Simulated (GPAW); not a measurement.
Crystal: Ta2N.

```
Ta N
1.0
     3.11286    0.00000    0.00000
    -1.55643    2.69582    0.00000
     0.00000    0.00000    4.86984
Ta N
2 1
Direct
  0.33333 0.66667 0.25471
  0.66667 0.33333 0.74529
  0.00000 0.00000 0.00000
```

The cell comes from a database or a generator and needn't be the stable form of this composition.

```yaml
Program: GPAW 26.7.0
Task: relaxation of cell and atoms
Functional: PBEsol
Dispersion: D3
Potentials_or_basis: PAW data sets generated in the run's folder for this functional
Cutoff: 800 eV
Basis: pw
k_mesh: 7 × 7 × 4
Occupations: fermi-dirac, width 0.05 eV
Spin: no spin polarisation
```

At the start: pressure -14.2 GPa; volume 13.62 Å³/atom.

Problem. Where does the relaxation end?

Solution. Over 7 steps the energy falls by 30.4 meV/atom and the volume is 12.95 Å³/atom (-4.9 %); space group P-3m1 (No. 164, to 0.05 Å).

The path:
```csv
step,energy change (eV),largest force (eV/Å),pressure (GPa),volume (Å³)
1,0.0000,0.2710,-14.23,40.87
2,-0.0528,0.0983,-9.53,40.17
3,-0.0892,0.2111,0.37,38.86
4,-0.0905,0.1254,-0.09,38.90
5,-0.0913,0.0031,-0.10,38.87
6,-0.0913,0.0095,0.00,38.86
7,-0.0913,0.0107,0.09,38.85
```

Final structure:
```cif
data_structure
_symmetry_space_group_name_H-M 'P 1'
_symmetry_Int_Tables_number 1
_cell_length_a 3.0664
_cell_length_b 3.0664
_cell_length_c 4.7705
_cell_angle_alpha 90.000
_cell_angle_beta 90.000
_cell_angle_gamma 120.000
_cell_volume 38.85
loop_
_atom_site_label
_atom_site_type_symbol
_atom_site_fract_x
_atom_site_fract_y
_atom_site_fract_z
_atom_site_occupancy
Ta1 Ta 0.33333 0.66667 0.25469 1
Ta2 Ta 0.66667 0.33333 0.74531 1
N1 N 0.00000 0.00000 0.00000 1
```

Caveat: later steps reuse the first step's grids; pairwise dispersion overbinds metals, which lowers pressure and volume.
